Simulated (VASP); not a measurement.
A run of VASP 6.6.1 is set up as follows.

Contents of POSCAR:

```
PbSe                                    
1.0
    0.0000000000      3.0519897475      3.0519897475
    3.0519897475      0.0000000000      3.0519897475
    3.0519897475      3.0519897475      0.0000000000
  Se              Pb            
     1     1
Direct
     0.5000000000000000    0.5000000000000000    0.5000000000000000
     0.0000000000000000    0.0000000000000000    0.0000000000000000
```

File INCAR.step1:

```
PREC     = Accurate       # precision mode
ENCUT    = 520            # plane-wave cutoff, eV
EDIFF    = 1E-5           # SCF threshold, eV
ISMEAR   = 0              # smearing method
SIGMA    = 0.03           # smearing width, eV
LREAL    = F              # projectors in reciprocal space
LASPH    = T              # aspherical terms in the spheres
NELM     = 80             # most SCF steps
ALGO     = Normal         # electronic algorithm
ISIF     = 2              # what is computed and relaxed
LWAVE    = T              # write WAVECAR
LCHARG   = F              # write CHGCAR
NBANDS   = 17             # bands
KPAR     = 2            
GGA      = PE             # functional
```

INCAR.step2

```
PREC     = Accurate       # precision mode
ENCUT    = 520            # plane-wave cutoff, eV
EDIFF    = 1E-6           # SCF threshold, eV
ISMEAR   = 0              # smearing method
SIGMA    = 0.03           # smearing width, eV
LREAL    = F              # projectors in reciprocal space
LASPH    = T              # aspherical terms in the spheres
NELM     = 80             # most SCF steps
ALGO     = Normal         # electronic algorithm
ISIF     = 2              # what is computed and relaxed
LWAVE    = F              # write WAVECAR
LCHARG   = F              # write CHGCAR
GGA      = PE             # functional
LHFCALC  = T              # exact exchange
AEXX     = 0.25           # exact-exchange fraction
PRECFOCK = Fast         
HFRCUT   = -1           
NBANDS   = 17             # bands
KPAR     = 2            
ISTART   = 1
```

Contents of KPOINTS:

```
Automatic mesh
0
Gamma
  6 6 6
```

File KPOINTS_OPT:

```
explicit points
9
Reciprocal
 0.0000000000  0.0000000000  0.0000000000 1
 0.3750000000  0.3750000000  0.7500000000 1
 0.5000000000  0.5000000000  0.5000000000 1
 0.6250000000  0.2500000000  0.6250000000 1
 0.5000000000  0.2500000000  0.7500000000 1
 0.5000000000  0.0000000000  0.5000000000 1
 0.4000000000  0.0000000000  0.4000000000 1
 0.4250000000  0.0000000000  0.4250000000 1
 0.4500000000  0.0000000000  0.4500000000 1
```

Potentials or basis: VASP PAW PBE potentials, release 64 (Se, Pb_d).

Run with:

```bash
$ cat potpaw_PBE.64/Se/POTCAR potpaw_PBE.64/Pb_d/POTCAR > POTCAR
$ cp INCAR.step1 INCAR
$ mpirun -np 2 vasp_std > vasp.out
$ cp INCAR.step2 INCAR
$ mpirun -np 2 vasp_std > vasp.out
```

(1) Predict the band gap along the path.

(2) Estimate the band gap on the k mesh.

(3) Estimate the pressure.

Answers

(1) 1.21 eV, direct.

(2) 1.21 eV, direct.

(3) 1.7 GPa.

Caveat: the PAW data sets were made with another functional, which shifts forces and pressure a little; spin-orbit coupling is left out, which as a rule narrows the gap of such compounds by several tenths of an eV.

**Experimental background.**

From a printed reference work, monograph, for a bulk crystal of PbSe at 4.2 K: band gap 0.15 eV (direct).

Against the measured gap of PbSe, 0.15 eV (direct; 4.2 K; a printed reference work, monograph), the calculated 1.21 eV is off by +1.06 eV. So large a miss can be the level of theory's own, or it may mean another phase, state or a wrong row. 2 values of this kind are on record (0.15 to 0.28 eV); this one was drawn at random. Spin-orbit coupling on Pb, Se is left out. The value is that of PBE0, without temperature or zero-point motion. The cell is a database's relaxed one, not the measured one, which moves gaps too.
